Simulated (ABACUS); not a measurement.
## Ag in ABACUS: the effect of functional

Ag:

```
Ag
1.0
     2.91033    0.00000    0.00000
    -1.45517    2.52042    0.00000
     0.00000    0.00000    4.75785
Ag
2
Cartesian
  1.4552 0.8401 3.5684
  0.0000 1.6803 1.1895
```

This isn't the form of Ag at room conditions, which is fcc.

The cell isn't the ideal one: volume scaled by 0.98.

Alike in all runs:

| Item | Value |
| --- | --- |
| Program | ABACUS 3.10.1 |
| Task | equation of state |
| Potentials or basis | SG15 ONCV 1.2 PBE |
| Cutoff | 1361 eV |
| Density cutoff | 5442 eV |
| Basis | DZP LCAO (the cutoffs set its grid) |
| k mesh | 7 × 7 × 4 |
| Occupations | fermi-dirac, width 0.05 eV |
| Spin | no spin polarisation |

```tsv
functional	pressure (GPa)
LDA	-10.0
PBEsol	?
SCAN	-2.8
r2SCAN	-1.6
```

What does the run with functional PBEsol give?

Pressure -4.9 GPa.

Caveats: the atomic orbitals were generated for these runs and aren't a published set; the potentials were made for another functional, which shifts forces and pressure; the basis of atomic orbitals isn't converged, which shifts pressures, moduli and gaps.
